**Q:** Which sizes should I keep in mind when I read a density of states for MoS₂?

**A:** Bands made from atomic p and d orbitals give a few states per eV and cell: the empty ones listed here average about 4. Free electrons in the same volume would give about 0.7 at 1 eV above the bottom of their band. The density of states is the number of electron places per eV, whether filled or not.

Kohn-Sham density of states of MoS₂ (6 atoms per cell, a = 3.149, c = 12.093 Å, 17.31 Å³ per atom), computed with Ansatz 0.2.0: PBE+D3(BJ), scalar-relativistic plane-wave PAW, no spin polarisation, 420 eV cutoff. Tetrahedron method on an 18×18×6 k mesh, averaged over 0.2 eV bins; energies are relative to the Fermi level, and Löwdin projections are summed over sites.

| energy (eV) | density of states total (states/eV/cell) | DOS S 3p (states/eV/cell) | DOS Mo 4d (states/eV/cell) | DOS S 3s (states/eV/cell) | DOS Mo 5s (states/eV/cell) |
| --- | --- | --- | --- | --- | --- |
| -7.95 | 0 | 0 | 0 | 0 | 0 |
| -7.55 | 0 | 0 | 0 | 0 | 0 |
| -7.15 | 0.82 | 0.54 | 0.19 | 0.03 | 0.04 |
| -6.75 | 3.85 | 2.48 | 1.05 | 0.09 | 0.15 |
| -6.35 | 5.03 | 3.08 | 1.65 | 0.08 | 0.13 |
| -5.95 | 3.67 | 2.38 | 1.09 | 0.11 | 0.04 |
| -5.55 | 2.35 | 1.54 | 0.64 | 0.1 | 0.03 |
| -5.15 | 5.76 | 3.62 | 1.5 | 0.36 | 0.16 |
| -4.75 | 5.29 | 3.13 | 1.5 | 0.36 | 0.16 |
| -4.35 | 6.45 | 3.76 | 2.37 | 0.17 | 0.05 |
| -3.95 | 4.40 | 2.66 | 1.53 | 0.1 | 0.02 |
| -3.55 | 3.53 | 1.89 | 1.52 | 0.04 | 0.01 |
| -3.15 | 7.65 | 4.83 | 2.39 | 0.25 | 0.03 |
| -2.75 | 4.98 | 3.60 | 1.13 | 0.13 | 0.02 |
| -2.35 | 4.87 | 3.90 | 0.76 | 0.06 | 0.01 |
| -1.95 | 6.52 | 2.34 | 3.84 | 0.12 | 0.08 |
| -1.55 | 3.87 | 1.33 | 2.38 | 0.05 | 0.03 |
| -1.15 | 1.14 | 0.41 | 0.68 | 0.03 | 0 |
| -0.75 | 0.32 | 0.13 | 0.16 | 0.02 | 0 |
| -0.35 | 0.01 | 0 | 0 | 0 | 0 |
| 0.05 | 0 | 0 | 0 | 0 | 0 |
| 0.45 | 0.36 | 0.13 | 0.2 | 0.01 | 0 |
| 0.85 | 3.91 | 1.13 | 2.52 | 0.07 | 0.06 |
| 1.25 | 9.02 | 2.52 | 6.1 | 0.1 | 0.08 |
| 1.65 | 10.0 | 3.52 | 5.79 | 0.16 | 0.14 |
| 2.05 | 4.28 | 1.69 | 2.22 | 0.13 | 0.03 |
| 2.45 | 4.57 | 1.85 | 2.28 | 0.16 | 0.01 |
| 2.85 | 3.44 | 1.59 | 1.57 | 0.11 | 0 |
| 3.25 | 3.55 | 1.57 | 1.62 | 0.18 | 0 |
| 3.65 | 2.03 | 0.81 | 0.95 | 0.16 | 0.01 |
| 4.05 | 0.43 | 0.17 | 0.22 | 0.04 | 0 |
| 4.45 | 0 | 0 | 0 | 0 | 0 |
| 4.85 | ? | ? | ? | ? | ? |
| 5.25 | ? | ? | ? | ? | ? |
| 5.65 | ? | ? | ? | ? | ? |

**Q:** The density falls to zero in the gap, rises, and is zero again at 4.45 eV. Can the known rows tell me what follows?

**A:** They can tell you which orbitals have been used up. Each MoS₂ has six S 3p and five Mo 4d orbitals, which make eleven bands. With two formula units in the cell and two spins, that is 44 places. Leaving out the four in the deeper S 3s bands, each MoS₂ has fourteen valence electrons. They fill 28 of the places, so 16 remain empty.

**Q:** Does the table bear that out?

**A:** Yes. Multiplying each bin's density by the 0.4 eV spacing and summing gives 28.2 filled places, and 16.6 in the empty bands up to 4.45 eV. The second sum is 4 % above the exact count, an error of the size to expect when only every second bin of a jagged curve is listed. The set of eleven bands therefore ends near 4 eV.

**Q:** Why are some of these bands filled and others empty, if they come from the same orbitals?

**A:** Sulfur's 3p level lies below molybdenum's 4d level. Their bonding mixtures lean towards sulfur and are filled; the antibonding ones lean towards molybdenum and are empty. Accordingly, Mo 4d supplies 35 % of the filled listed states and 56 % of the empty ones. The gap is still not a clean step from sulfur to molybdenum, since Mo 4d also leads at −1.95 eV: two electrons per Mo occupy a band that is mainly d.

**Q:** Is there a simpler case with the same logic?

**A:** Take the hydrogen molecule. Two 1s orbitals make one bonding and one antibonding level, and any further level has to come from higher atomic functions such as 2s and 2p. The comparison holds for the counting alone. It doesn't give the energies or widths of bands in a crystal.

**Q:** So what is left for the bins above 4.45 eV?

**A:** Little S 3p or Mo 4d. Up to 4.45 eV the table already contains 22.6 of the 24 places of the S 3p shell and 19.1 of the 20 of Mo 4d. Of the four places of Mo 5s, about 0.5 appears in the listed bins. The run's Löwdin population puts 0.52 electrons in 5s on each Mo, 1.04 in the cell, so some of the filled 5s weight lies outside this window; either way, most of the shell is still unused. The next states should therefore come mainly from wide functions: Mo 5s and 5p, higher sulfur shells, and waves that spread between the layers. Such projections depend somewhat on the atomic functions chosen.

**Q:** How do you turn that into a number?

**A:** I treat the wide states as free electrons. Their density is g = V/(2π²) · (ħ²/2m)^(−3/2) · √(E − E₀), where V is the cell volume, m the electron mass, E the energy and E₀ the bottom of the band. With V = 6 × 17.31 ≈ 104 Å³ and ħ²/2m ≈ 3.8 eV Å², the factor before the root is 0.71.

For E₀ I take the vacuum level, where an electron can just leave the crystal. I estimate it as the first listed bin of the unfilled bands, 0.45 eV, plus a rough recalled electron affinity of 4.1 eV, so 4.55 eV. At 5.25 eV the model then gives 0.71 × √0.70 = 0.59.

**Q:** How far do you trust it?

**A:** Only to the order of magnitude. A band edge inside the crystal need not coincide with the vacuum level outside, so the bins could still be empty. Several bands, or heavier ones, could raise the density, and I allow four times the model for that. The forecasts for the total, in states/eV/cell, are:

- 4.85 eV: 0.39, range 0 to 1.6
- 5.25 eV: 0.59, range 0 to 2.4
- 5.65 eV: 0.74, range 0 to 3.0

For S 3p and Mo 4d together I expect 25 % of the states in the three bins taken as one, with a range of 0 to 50 %. That share has no meaning if the bins are empty.

**Q:** Let us see them.

The withheld rows as computed:

| energy (eV) | density of states total (states/eV/cell) | DOS S 3p (states/eV/cell) | DOS Mo 4d (states/eV/cell) | DOS S 3s (states/eV/cell) | DOS Mo 5s (states/eV/cell) |
| --- | --- | --- | --- | --- | --- |
| 4.85 | 0.02 | 0 | 0 | 0 | 0.01 |
| 5.25 | 0.67 | 0.04 | 0.02 | 0.02 | 0.28 |
| 5.65 | 1.72 | 0.12 | 0.06 | 0.07 | 0.5 |

**A:** The three totals lie within their ranges, which says little for ranges that start at zero, and the central values fare unevenly. At 4.85 eV I forecast 0.39 and the calculation gives 0.02, so the second gap reaches almost through this bin. At 5.25 eV the result is 0.67, close to my 0.59. At 5.65 eV it is 1.72, more than twice my 0.74.

**Q:** Then the model works in the middle?

**A:** No, two errors cancel there. The bin at 4.85 eV ends at 4.95 eV and is nearly empty, so the new states start at about 4.9 eV, later than I assumed. With that edge, free electrons would give only 0.71 × √0.35 = 0.42 at 5.25 eV. The late start lowers the density, and a steeper rise makes up for it.

**Q:** Could a heavier electron explain the steeper rise?

**A:** A single heavier band could not. A larger constant mass multiplies the whole curve, but leaves its shape a square root. From 5.25 to 5.65 eV such a curve, starting at 4.9 eV, grows by a factor of √(0.75/0.35) ≈ 1.5, whereas the computed density grows by 2.6. Either further bands begin above 4.9 eV or the first one departs from the free-electron shape; the density alone can't tell which.

**Q:** And the orbitals?

**A:** S 3p and Mo 4d together make up 10 % of the states in the three bins, against 92 % in the empty bands below. That is within my range of 0 to 50 %, but well under the 25 % I forecast: the counting gave the right direction, and I allowed for too much mixing. S 3s and Mo 5s add 37 %, nearly all of it Mo 5s, as forecast. The remaining half or so lies outside these four shells; Mo 5p and the higher sulfur shells are not projected here, so their part is not tested. The bin at 5.65 eV dominates these shares, because it holds most of the states.

**Q:** Does that show that the electrons run between the layers?

**A:** It shows that S 3p and Mo 4d have given way to other functions. Where those states sit in space is a separate question, and waves between the layers remain a plausible guess. The energies also carry the limits of PBE, which is known to make the main gap too small.

**Q:** What should I do first with another compound?

**A:** Count the valence orbitals and the electrons. The count tells you how many places a group of bands can hold and how many are filled, before you estimate any energy. The printed output below gives the sums and the misses of the free-electron model, whose strength comes from the cell volume and whose edge comes from the first listed empty bin and the recalled affinity.

The analysis program printed:

```
States in the filled listed bands, per cell (28 expected): 28.2
States in the empty listed bands, per cell (16 expected): 16.64
S 3p weight found up to 4.45 eV, states per cell (shell holds 24): 22.64
Mo 4d weight found up to 4.45 eV, states per cell (shell holds 20): 19.14
Mo 5s weight found up to 4.45 eV, states per cell (shell holds 4): 0.516
Mo 4d share of the filled listed bands, %: 34.58
Mo 4d share of the empty listed bands, %: 56.43
S 3p plus Mo 4d share of the empty listed bands, %: 92.45
Mean density of the listed empty bins from 0.45 to 4.05 eV, states/eV/cell: 4.159
Free-electron density 1 eV above its onset, states/eV/cell: 0.7075
Assumed onset, eV: 4.55
Forecast at 4.85 eV, states/eV/cell: 0.3875
Upper end of range at 4.85 eV (lower end 0): 1.55
Forecast at 5.25 eV, states/eV/cell: 0.5919
Upper end of range at 5.25 eV (lower end 0): 2.368
Forecast at 5.65 eV, states/eV/cell: 0.742
Upper end of range at 5.65 eV (lower end 0): 2.968
Computed at 4.85 eV, states/eV/cell: 0.02
Forecast less computed at 4.85 eV: 0.3675
Computed at 5.25 eV, states/eV/cell: 0.67
Forecast less computed at 5.25 eV: -0.07805
Computed at 5.65 eV, states/eV/cell: 1.72
Forecast less computed at 5.65 eV: -0.978
Computed S 3p plus Mo 4d share in the three bins, % (forecast 25, range 0 to 50; no meaning if bins are empty): 9.959
Computed S 3s plus Mo 5s share in the three bins, %: 36.51
```
